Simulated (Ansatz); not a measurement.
# GeS: properties at the relaxed cell

Aim: for GeS, measure the bulk modulus from energies at several volumes.

Program: Ansatz 0.2.0. Level of theory: DFT PBE+D3(BJ), scalar-relativistic, plane waves, PAW. These are calculated values, not measurements.

1 further run of the same task is left out (set aside as unsound or not needed).

## 1. Starting point

Symmetry: Pnma, No. 62, orthorhombic system. The conventional cell has a = 10.656 Å, b = 3.679 Å, c = 4.358 Å, α = 90.00°, β = 90.00°, γ = 90.00°. Ge (site symmetry m) is surrounded by 3 S at 2.46 Å. S (site symmetry m) is surrounded by 3 Ge at 2.46 Å.

Structure file:

```
Ge S
1.0
    10.65632    0.00000    0.00000
     0.00000    3.67938    0.00000
     0.00000    0.00000    4.35809
Ge S
4 4
Direct
  0.12445 0.25000 0.13524
  0.37555 0.75000 0.63524
  0.62445 0.25000 0.36476
  0.87555 0.75000 0.86476
  0.84939 0.25000 0.49492
  0.65061 0.75000 0.99492
  0.34939 0.25000 0.00508
  0.15061 0.75000 0.50508
```

It is the result of an earlier relaxation at this level (volume 21.36 Å³/atom; gap on the mesh: 1.24 eV).

## 2. Volume × 0.97

File input.yaml:

```yaml
crystal:
  lattice:
    - [10.5486687276, 0.0, 0.0]
    - [0.0, 3.6422087408, 0.0]
    - [0.0, 0.0, 4.3140621249]
  atoms:
    - { symbol: Ge, position: [0.1244538396, 0.25, 0.1352405816] }
    - { symbol: Ge, position: [0.3755461604, 0.75, 0.6352405816] }
    - { symbol: Ge, position: [0.6244538396, 0.25, 0.3647594184] }
    - { symbol: Ge, position: [0.8755461604, 0.75, 0.8647594184] }
    - { symbol: S, position: [0.8493944105, 0.25, 0.4949234736] }
    - { symbol: S, position: [0.6506055895, 0.75, -0.0050765264] }
    - { symbol: S, position: [0.3493944105, 0.25, 1.0050765264] }
    - { symbol: S, position: [0.1506055895, 0.75, 0.5050765264] }
basis:
  ecutwfc: 420
kpoints:
  mp_grid: { grid: [4, 8, 6] }
hamiltonian:
  xc: pbe
  dispersion: d3bj
scf:
  occupations: { method: gaussian, width: 0.02 }
output:
  forces: true
  stress: true
  eigenvalues: true
relax:
  adjacent_minimum: "off"
  f_tol: 0.01
  max_steps: 30
  cell: { stress_tol: 0.1, fix: [volume] }
```

Command:

```console
> ansatz run input.yaml --threads 4 --pin off --max-ram 10240MiB --backend cpu --events-out ev --progress --plain --runs-dir out
```

## 3. The cell scaled to 1.03 of its volume

Edit input.yaml of step 2 so:

```diff
@@ -2,5 +2,5 @@
   lattice:
-    - [10.5486687276, 0.0, 0.0]
-    - [0.0, 3.6422087408, 0.0]
-    - [0.0, 0.0, 4.3140621249]
+    - [10.7618305771, 0.0, 0.0]
+    - [0.0, 3.7158085448, 0.0]
+    - [0.0, 0.0, 4.4012383825]
   atoms:
```

## 4. The cell scaled to 0.94 of its volume

File input.yaml:

```yaml
crystal:
  lattice:
    - [10.4334821565, 0.0, 0.0]
    - [0.0, 3.6360253321, 0.0]
    - [0.0, 0.0, 4.2339801974]
  atoms:
    - { symbol: Ge, position: [0.1235034141, 0.25, 0.1310202746] }
    - { symbol: Ge, position: [0.3764965859, 0.75, 0.6310202746] }
    - { symbol: Ge, position: [0.6235034141, 0.25, 0.3689797254] }
    - { symbol: Ge, position: [0.8764965859, 0.75, 0.8689797254] }
    - { symbol: S, position: [0.8506989031, 0.25, 0.4934601014] }
    - { symbol: S, position: [0.6493010969, 0.75, -0.0065398986] }
    - { symbol: S, position: [0.3506989031, 0.25, 1.0065398986] }
    - { symbol: S, position: [0.1493010969, 0.75, 0.5065398986] }
basis:
  ecutwfc: 420
kpoints:
  mp_grid: { grid: [4, 8, 6] }
hamiltonian:
  xc: pbe
  dispersion: d3bj
scf:
  occupations: { method: gaussian, width: 0.02 }
output:
  forces: true
  stress: true
  eigenvalues: true
relax:
  adjacent_minimum: "off"
  f_tol: 0.01
  max_steps: 30
  cell: { stress_tol: 0.1, fix: [volume] }
```

## 5. The cell scaled to 1.06 of its volume

File input.yaml:

```yaml
crystal:
  lattice:
    - [10.8971167617, 0.0, 0.0]
    - [0.0, 3.7225167245, 0.0]
    - [0.0, 0.0, 4.4651366049]
  atoms:
    - { symbol: Ge, position: [0.1261953972, 0.25, 0.1371003257] }
    - { symbol: Ge, position: [0.3738046028, 0.75, 0.6371003257] }
    - { symbol: Ge, position: [0.6261953972, 0.25, 0.3628996743] }
    - { symbol: Ge, position: [0.8738046028, 0.75, 0.8628996743] }
    - { symbol: S, position: [0.8477121153, 0.25, 0.4974459438] }
    - { symbol: S, position: [0.6522878847, 0.75, -0.0025540562] }
    - { symbol: S, position: [0.3477121153, 0.25, 1.0025540562] }
    - { symbol: S, position: [0.1522878847, 0.75, 0.5025540562] }
basis:
  ecutwfc: 420
kpoints:
  mp_grid: { grid: [4, 8, 6] }
hamiltonian:
  xc: pbe
  dispersion: d3bj
scf:
  occupations: { method: gaussian, width: 0.02 }
output:
  forces: true
  stress: true
  eigenvalues: true
relax:
  adjacent_minimum: "off"
  f_tol: 0.01
  max_steps: 30
  cell: { stress_tol: 0.1, fix: [volume] }
```

## 6. Point at V/V0 = 0.91

File input.yaml:

```yaml
crystal:
  lattice:
    - [10.3055469928, 0.0, 0.0]
    - [0.0, 3.6282761188, 0.0]
    - [0.0, 0.0, 4.158600111]
  atoms:
    - { symbol: Ge, position: [0.1219203762, 0.25, 0.1252668978] }
    - { symbol: Ge, position: [0.3780796238, 0.75, 0.6252668978] }
    - { symbol: Ge, position: [0.6219203762, 0.25, 0.3747331022] }
    - { symbol: Ge, position: [0.8780796238, 0.75, 0.8747331022] }
    - { symbol: S, position: [0.8519825918, 0.25, 0.493459364] }
    - { symbol: S, position: [0.6480174082, 0.75, -0.006540636] }
    - { symbol: S, position: [0.3519825918, 0.25, 1.006540636] }
    - { symbol: S, position: [0.1480174082, 0.75, 0.506540636] }
basis:
  ecutwfc: 420
kpoints:
  mp_grid: { grid: [4, 8, 6] }
hamiltonian:
  xc: pbe
  dispersion: d3bj
scf:
  occupations: { method: gaussian, width: 0.02 }
output:
  forces: true
  stress: true
  eigenvalues: true
relax:
  adjacent_minimum: "off"
  f_tol: 0.01
  max_steps: 30
  cell: { stress_tol: 0.1, fix: [volume] }
```

## 7. Volume × 1.10

File input.yaml:

```yaml
crystal:
  lattice:
    - [11.0549002423, 0.0, 0.0]
    - [0.0, 3.7176947701, 0.0]
    - [0.0, 0.0, 4.5734219681]
  atoms:
    - { symbol: Ge, position: [0.1278191301, 0.25, 0.1411307805] }
    - { symbol: Ge, position: [0.3721808699, 0.75, 0.6411307805] }
    - { symbol: Ge, position: [0.6278191301, 0.25, 0.3588692195] }
    - { symbol: Ge, position: [0.8721808699, 0.75, 0.8588692195] }
    - { symbol: S, position: [0.8459937012, 0.25, 0.5010781899] }
    - { symbol: S, position: [0.6540062988, 0.75, 0.0010781899] }
    - { symbol: S, position: [0.3459937012, 0.25, 0.9989218101] }
    - { symbol: S, position: [0.1540062988, 0.75, 0.4989218101] }
basis:
  ecutwfc: 420
kpoints:
  mp_grid: { grid: [4, 8, 6] }
hamiltonian:
  xc: pbe
  dispersion: d3bj
scf:
  occupations: { method: gaussian, width: 0.02 }
output:
  forces: true
  stress: true
  eigenvalues: true
relax:
  adjacent_minimum: "off"
  f_tol: 0.01
  max_steps: 30
  cell: { stress_tol: 0.1, fix: [volume] }
```

## 8. Point at V/V0 = 0.88

File input.yaml:

```yaml
crystal:
  lattice:
    - [10.1663511197, 0.0, 0.0]
    - [0.0, 3.6225781645, 0.0]
    - [0.0, 0.0, 4.0829771445]
  atoms:
    - { symbol: Ge, position: [0.1190635605, 0.25, 0.1189007768] }
    - { symbol: Ge, position: [0.3809364395, 0.75, 0.6189007768] }
    - { symbol: Ge, position: [0.6190635605, 0.25, 0.3810992232] }
    - { symbol: Ge, position: [0.8809364395, 0.75, 0.8810992232] }
    - { symbol: S, position: [0.8527504827, 0.25, 0.4934921411] }
    - { symbol: S, position: [0.6472495173, 0.75, -0.0065078589] }
    - { symbol: S, position: [0.3527504827, 0.25, 1.0065078589] }
    - { symbol: S, position: [0.1472495173, 0.75, 0.5065078589] }
basis:
  ecutwfc: 420
kpoints:
  mp_grid: { grid: [4, 8, 6] }
hamiltonian:
  xc: pbe
  dispersion: d3bj
scf:
  occupations: { method: gaussian, width: 0.02 }
output:
  forces: true
  stress: true
  eigenvalues: true
relax:
  adjacent_minimum: "off"
  f_tol: 0.01
  max_steps: 30
  cell: { stress_tol: 0.1, fix: [volume] }
```

(Steps that only read results are left out.)

Q: Predict the outcome of this session. Wanted: equation of state.

**Answer**, as computed:

| quantity | value |
| --- | --- |
| equation of state | no sound fit |

The points do not lie on one smooth curve (fit error 0.99 meV/atom, B' = -5.6), which a change of structure or of magnetic state along the way can cause; no modulus is quoted. The log warns that the dispersion term switches its coefficients with the atoms' coordination near these geometries, so kinks or extra dips may come from it and not from the bonding.
